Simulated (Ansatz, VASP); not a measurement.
**Sc: VASP beside Ansatz**

INCAR

```
SYSTEM = Sc
PREC     = Accurate       ! precision mode
ENCUT    = 520            ! plane-wave cutoff, eV
EDIFF    = 1E-7           ! SCF threshold, eV
ISMEAR   = 0              ! smearing method
SIGMA    = 0.15           ! smearing width, eV
LREAL    = .False.        ! projectors in reciprocal space
LASPH    = .True.         ! aspherical terms in the spheres
NELM     = 60             ! most SCF steps
ALGO     = Normal         ! electronic algorithm
ISIF     = 2              ! what is computed and relaxed
LWAVE    = .False.        ! write WAVECAR
LCHARG   = .False.        ! write CHGCAR
GGA      = CA             ! functional
NBANDS   = 12             ! bands
```

KPOINTS

```
Automatic mesh
0
Gamma
  18 18 18
  0 0 0
```

POSCAR

```
Sc
1.0
    0.0000000000      2.3045575000      2.2023850000
    2.3045575000      0.0000000000      2.2023850000
    2.3045575000      2.3045575000      0.0000000000
Sc
1
Direct
    0.0000000000      0.0000000000      0.0000000000
```

Input for Ansatz:

```yaml
crystal:
  lattice:
    - [0.0, 2.3045575, 2.202385]
    - [2.3045575, 0.0, 2.202385]
    - [2.3045575, 2.3045575, 0.0]
  atoms:
    - { symbol: Sc, position: [0.0, 0.0, 0.0] }
basis:
  ecutwfc: 420
kpoints:
  mp_grid: { grid: [18, 18, 18] }
hamiltonian:
  xc: lda
scf:
  occupations: { method: gaussian, width: 0.15 }
output:
  forces: true
  stress: true
  eigenvalues: true
```

Change from the starting cell: strain +0.015 along x and y, -0.030 along z, atoms carried along.

Alike in both runs: task single point; functional LDA; k mesh 18 × 18 × 18; occupations gaussian, width 0.15 eV; no spin polarisation.

|  | VASP | Ansatz |
| --- | --- | --- |
| version | VASP 6.6.1 | Ansatz 0.2.0 |
| potentials or method | VASP PAW LDA potentials, release 64 (Sc_sv) | scalar-relativistic, plane waves, PAW |
| plane-wave cutoff (eV) | 520 | 420 |
| valence electrons in the cell | 11 | 11 |

|  | VASP | Ansatz | Ansatz less VASP |
| --- | --- | --- | --- |
| gap on the k mesh at the Fermi level (eV) | none | none | - |
| pressure (GPa) | -2.3 | -2.4 | -0.06 |
| largest component of the traceless stress (GPa) | 0.87 | 0.87 | -0.001 |

A gap of «none» marks a metal or a gap that the smearing closes.
